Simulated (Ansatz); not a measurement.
Runs of Ansatz 0.2.0 on PbS. It takes space group Cmcm (No. 63, orthorhombic). The conventional cell has a = 4.160 Å, b = 11.983 Å, c = 4.279 Å, α = 90.00°, β = 90.00°, γ = 90.00°. Pb (site symmetry m2m) is surrounded by 5 S at 2.69 to 2.99 Å. Around S (site symmetry m2m) lie 5 Pb at 2.69 to 2.99 Å. Measurements of this composition are mostly on another form, of space group No. 225.

| level | cutoff (eV) | gap on the mesh (eV) | pressure (GPa) | largest force (eV/Å) |
| --- | --- | --- | --- | --- |
| PBEsol0 | 420 | 2.30 | -2.5 | 0.21 |
| r2SCAN0 | 500 | 2.58 | -0.9 | 0.18 |
| HSEsol | 420 | (d) | -2.4 | 0.20 |
| r2SCAN50 | 500 | (a) | -1.6 | 0.32 |
| HSE03 | 420 | 1.61 | -0.3 | (c) |
| PBE0 | 420 | 2.38 | -0.4 | (b) |
| HSE06 | 420 | 1.75 | -0.4 | 0.13 |
| B3LYP | 420 | 2.21 | 2.9 | 0.07 |

Alike in all rows: task band structure; potentials or basis Ansatz PAW; no spin polarisation; cell as given; k mesh 4 × 4 × 3; smearing fermi-dirac 0.05 eV; the mesh is coarse, so values aren't converged.

Question: Estimate the missing entries.

Answer: (a) 3.73; (b) 0.14; (c) 0.11; (d) 1.67.

Caveats: all runs use coarse meshes; the k mesh misses the band edges, so the gap on the mesh is wider than the one along the path; spin-orbit coupling is left out, which as a rule narrows the gap of such compounds by several tenths of an eV; the PAW data sets come from PBE, with cores solved anew for the run's functional, which leaves a small shift of forces and pressure; the thresholds are loose for stress.

A k mesh can miss the band edges, and the runs leave out spin-orbit coupling on Pb.
